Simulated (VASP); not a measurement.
# H (I4/mmm) in VASP: notebook, part 2 of 2

VASP 6.6.1. The steps go on from the part before.

### 6 Single point, PBE

INCAR reads:

```
SYSTEM = H
PREC = Accurate
ENCUT = 450
EDIFF = 1E-6
ISMEAR = 1
SIGMA = 0.05
LREAL = .False.
LASPH = .True.
NELM = 100
ALGO = Normal
ISIF = 2
LWAVE = .False.
LCHARG = .False.
GGA = PE
NBANDS = 8
ADDGRID = .False.
```

KPOINTS reads:

```
regular mesh
0
Gamma
  6 6 6
  0 0 0
```

POSCAR reads:

```
H
1.0
   -1.6915344700      1.6915344700      2.0584739900
    1.6915344700     -1.6915344700      2.0584739900
    1.6915344700      1.6915344700     -2.0584739900
H
2
Direct
    0.0901377100      0.0901377100      0.0000000000
    0.9098622900      0.9098622900      0.0000000000
```

Potentials or basis: VASP PAW PBE potentials, release 64 (H).

Launch:

```
$ cat potpaw_PBE.64/H/POTCAR > POTCAR
$ mpirun -np 1 vasp_std > vasp.out
```

OUTCAR:

```text
SYSTEM = H
   PREC = Accurate
   ENCUT = 450
   EDIFF = 1E-6
   ISMEAR = 1
   LREAL = .False.
   LASPH = .True.
   NELM = 100
   ISIF = 2
   GGA = PE

 Found     30 irreducible k-points:

 Following reciprocal coordinates:
            Coordinates               Weight
  0.000000  0.000000  0.000000      1.000000
  0.166667 -0.000000  0.000000      8.000000
  0.333333 -0.000000  0.000000      8.000000
  0.500000 -0.000000  0.000000      4.000000
  0.166667  0.166667  0.000000      8.000000
  0.333333  0.166667  0.000000     16.000000
   k-points           NKPTS =     30   k-points in BZ     NKDIM =     30   number of bands    NBANDS=      8
   number of dos      NEDOS =    301   number of ions     NIONS =      2
   total plane-waves  NPLWV =  13824
   dimension x,y,z NGX =    24 NGY =   24 NGZ =   24
   dimension x,y,z NGXF=    48 NGYF=   48 NGZF=   48
   ions per type =               2
   NGX,Y,Z   is equivalent  to a cutoff of  12.64, 12.64, 12.64 a.u.
   NGXF,Y,Z  is equivalent  to a cutoff of  25.29, 25.29, 25.29 a.u.
 SYSTEM =  H
   PREC   = accura    normal or accurate (medium, high low for compatibility)
   ISTART =      0    job   : 0-new  1-cont  2-samecut
   ICHARG =      2    charge: 1-file 2-atom 10-const
   ISPIN  =      1    spin polarized calculation?
   LNONCOLLINEAR =      F non collinear calculations
   LSORBIT =      F    spin-orbit coupling
   LASPH  =      T    aspherical Exc in radial PAW
   ENCUT  =  450.0 eV  33.07 Ry    5.75 a.u.   5.46  5.46  5.46*2*pi/ulx,y,z
   NELM   =    100;   NELMIN=  2; NELMDL= -5     # of ELM steps
   EDIFF  = 0.1E-05   stopping-criterion for ELM
   LREAL  =      F    real-space projection
   EDIFFG = 0.1E-04   stopping-criterion for IOM
   NSW    =      0    number of steps for IOM
   IBRION =     -1    ionic relax: 0-MD 1-quasi-New 2-CG
   NFREE  =      0    steps in history (QN), initial steepest desc. (CG)
   ISIF   =      2    stress and relaxation
   ISYM   =      2    0-nonsym 1-usesym 2-fastsym
   POTIM  = 0.5000    time-step for ionic-motion
   TEBEG  =    0.0;   TEEND  =   0.0 temperature during run
   PSTRESS=    0.0 pullay stress
   NELECT =       2.0000    total number of electrons
   NUPDOWN=      -1.0000    fix difference up-down
   EMIN   =  10.00;   EMAX   =-10.00  energy-range for DOS
   EFERMI =   0.00;   METHOD = LEGACY
   ISMEAR =     1;   SIGMA  =   0.05  broadening in eV -4-tet -1-fermi 0-gaus
   EFERMI_NEDOS =   21; number of points for ismear=-14 and -15
   IALGO  =     38    algorithm
   IMIX   =      4    mixing-type and parameters
     AMIX     =   0.40;   BMIX     =  1.00
     AMIX_MAG =   1.60;   BMIX_MAG =  1.00
  volume/ion in A,a.u.               =      11.78        79.49
  Fermi-wavevector in a.u.,A,eV,Ry     =   0.719497  1.359653  7.043413  0.517676
  Thomas-Fermi vector in A             =   1.808708
   LORBIT       =      0    0 simple, 1 ext, 2 COOP (PROOUT), +10 PAW based schemes
   GGA     = PE    functional components
   LHFCALC =     F    Hartree Fock is set to
   AEXX    =    0.0000 exact exchange contribution
   IVDW    =     0    specifies the selected vdW correction
   LEPSILON=     F    determine dielectric tensor
   LRPA    =     F    only Hartree local field effects (RPA)
 non-spin polarized calculation
 Methfessel and Paxton  Order N= 1 SIGMA  =   0.05
  energy-cutoff  :      450.00
  volume of cell :       23.56
 maximum number of plane-waves:       526
 NGX is ok and might be reduce to    24
   NGX = 11   NGY = 11   NGZ = 11

 number of electron       2.0000000 magnetization

 Free energy of the ion-electron system (eV)
  ---------------------------------------------------
  ext. energy  EPLUGINS =         0.00000000
  ---------------------------------------------------
  free energy    TOTEN  =        -6.77648207 eV

  energy without entropy =       -6.77649549  energy(sigma->0) =       -6.77648654

 E-fermi :  -8.1108     XC(G=0):  -5.3448

 val. band max:       -8.1528466863   @ k =   0.5000   0.5000   0.5000
 cond. band min:       0.7808719024   @ k =   0.5000  -0.0000   0.0000
 fundamental gap:      8.9337185887
 Fermi energy:        -8.1107533355

 k-point     1 :       0.0000    0.0000    0.0000
  band No.  band energies     occupation
      1     -10.5214      2.00000
      2       5.4488      0.00000
      3       8.9357      0.00000
      4      15.3798      0.00000
      5      15.3799      0.00000
      6      17.4505      0.00000
      7      17.4505      0.00000
      8      18.9858      0.00000

 k-point     2 :       0.1667   -0.0000    0.0000
  band No.  band energies     occupation
      1     -10.1961      2.00000
      2       4.0906      0.00000
      3       9.3899      0.00000
      4      12.8751      0.00000
      5      13.8738      0.00000
      6      17.7447      0.00000
      7      18.1987      0.00000
      8      18.5993      0.00000

 k-point     3 :       0.3333   -0.0000    0.0000
  band No.  band energies     occupation
      1      -9.4307      2.00000
      2       1.8608      0.00000
      3       9.2766      0.00000
      4      10.8961      0.00000
      5      12.5799      0.00000
      6      15.8253      0.00000
      7      17.2500      0.00000
      8      19.8267      0.00000

 k-point     4 :       0.5000   -0.0000    0.0000
  band No.  band energies     occupation
      1      -8.9615      2.00000
      2       0.7809      0.00000
      3       8.8101      0.00000
      4      10.6360      0.00000
      5      12.1601      0.00000
      6      15.0856      0.00000
      7      17.6921      0.00000
      8      18.0631      0.00000

 k-point     5 :       0.1667    0.1667    0.0000
  band No.  band energies     occupation
      1      -9.6794      2.00000
      2       2.5797      0.00000
      3       9.2460      0.00000
      4      10.5737      0.00000
      5      13.5844      0.00000
      6      16.5646      0.00000
      7      18.0486      0.00000
      8      20.3489      0.00000

 k-point     6 :       0.3333    0.1667    0.0000
  band No.  band energies     occupation
      1      -8.9967      2.00000
      2       1.3869      0.00000
      3       6.9095      0.00000
      4      10.2271      0.00000
      5      12.9279      0.00000
      6      16.1039      0.00000
      7      18.3935      0.00000
      8      20.7454      0.00000

 [... further k-points ...]

------------------------ aborting loop because EDIFF is reached ----------------------------------------

  FORCE on cell =-STRESS in cart. coord.  units (eV):
  Direction    XX          YY          ZZ          XY          YZ          ZX
  --------------------------------------------------------------------------------------
  -------------------------------------------------------------------------------------
  Total       -0.0131593     -0.0131593      0.1781890      0.0000000      0.0000000      0.0000000
  in kB       -0.8949065     -0.8949065     12.1178188      0.0000000      0.0000000      0.0000000
  external PRESSURE =       3.4426686 kB  Pullay stress =       0.0000000 kB

 VOLUME and BASIS-vectors are now :
 -----------------------------------------------------------------------------
  energy-cutoff  :      450.00
  volume of cell :       23.56
      direct lattice vectors                 reciprocal lattice vectors
    -1.691534470  1.691534470  2.058473990     0.000000000  0.295589602  0.242898381
     1.691534470 -1.691534470  2.058473990     0.295589602  0.000000000  0.242898381
     1.691534470  1.691534470 -2.058473990     0.295589602  0.295589602  0.000000000

 POSITION                                       TOTAL-FORCE (eV/Angst)
 -----------------------------------------------------------------------------------
      0.00000      0.00000      0.37109         0.000000      0.000000      0.274686
      0.00000      0.00000      3.74586        -0.000000     -0.000000     -0.274686
 -----------------------------------------------------------------------------------
    total drift:                               -0.000000      0.000000      0.000000

  FREE ENERGIE OF THE ION-ELECTRON SYSTEM (eV)
  ---------------------------------------------------
  free  energy   TOTEN  =        -6.7764820670 eV

  energy  without entropy=       -6.7764954928  energy(sigma->0) =       -6.77648654
```

OSZICAR:

```text
N       E                     dE             d eps       ncg     rms          rms(c)
DAV:   1    -0.706093880282E+01   -0.70609E+01   -0.46243E+02   480   0.146E+02
DAV:   2    -0.734711533482E+01   -0.28618E+00   -0.28618E+00   648   0.935E+00
DAV:   3    -0.734750846430E+01   -0.39313E-03   -0.39313E-03   568   0.340E-01
DAV:   4    -0.734750896349E+01   -0.49920E-06   -0.49902E-06   704   0.112E-02
DAV:   5    -0.734750896349E+01    0.25864E-11   -0.32621E-09   584   0.166E-04    0.446E+00
DAV:   6    -0.695719358616E+01    0.39032E+00   -0.20711E-01   496   0.135E+00    0.244E+00
DAV:   7    -0.677296535456E+01    0.18423E+00   -0.45600E-01   528   0.212E+00    0.279E-01
DAV:   8    -0.677745432249E+01   -0.44890E-02   -0.87739E-03   496   0.336E-01    0.177E-01
DAV:   9    -0.677646657678E+01    0.98775E-03   -0.24220E-03   592   0.166E-01    0.134E-02
DAV:  10    -0.677647695752E+01   -0.10381E-04   -0.34618E-05   568   0.352E-02    0.362E-03
DAV:  11    -0.677648162302E+01   -0.46655E-05   -0.36707E-06   520   0.114E-02    0.231E-03
DAV:  12    -0.677648206705E+01   -0.44403E-06   -0.65892E-08   632   0.140E-03
   1 F= -.67764821E+01 E0= -.67764865E+01  d E =0.134258E-04
```

It took 6.4 s on 1 thread of Intel Xeon Platinum 8259CL at 2.50GHz (Skylake/Cascade Lake), shared host; peak memory 0.12 GiB.

The run converged, but some of its settings lie outside the range that counts as converged, so its numbers aren't taken as properties of the crystal.

What came out:

```yaml
Free_energy: -6.7765 eV
Pressure: 0.3 GPa
Largest_force: 0.275 eV/Å
Band_gap_on_the_k_mesh: 8.93 eV, indirect (least direct gap 9.74 eV)
```

Caveat: the k mesh is coarse (spacing up to 0.44 Å⁻¹), so the values aren't converged.
